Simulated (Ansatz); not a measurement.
## LaScO3: field gradients at two levels of theory

Cell: a COD entry whose atoms were relaxed with PBE, the cell held.

Space group Pnma (No. 62); a = 5.7907, b = 8.0945, c = 5.6803 Å.

| site | Wyckoff | site symmetry | x | y | z |
| --- | --- | --- | --- | --- | --- |
| La | 4c | .m. | 0.9553 | 0.2500 | 0.0110 |
| Sc | 4b | -1 | 0.5000 | 0.0000 | 0.0000 |
| O9 | 8d | 1 | 0.2967 | 0.9468 | 0.7035 |
| O17 | 4c | .m. | 0.5336 | 0.2500 | 0.8997 |

One atom of each set is listed.

First run. Method: Kohn–Sham DFT in Ansatz, PBE, plane waves and PAW, scalar-relativistic, 420 eV cutoff, Γ-centred 4×3×4 k-points, Fermi–Dirac smearing 0.02 eV.

| site | V_zz (10²¹ V/m²) | η |
| --- | --- | --- |
| La | -12.92 | 0.05 |
| Sc | -0.74 | 0.98 |
| O9 | 1.94 | 0.23 |
| O17 | 0.84 | 0.26 |

Second run. The same atoms and settings, except that spin–orbit coupling is included (fully relativistic PAW files).

(1) What does the second run give?

Answers

(1) 

```csv
site,V_zz,η,change of V_zz
La,-12.96,0.05,-0.04
Sc,-0.74,0.98,0.00
O9,1.94,0.23,0.00
O17,0.84,0.26,0.00
```

The largest change of V_zz is on La, from -12.92 to -12.96.
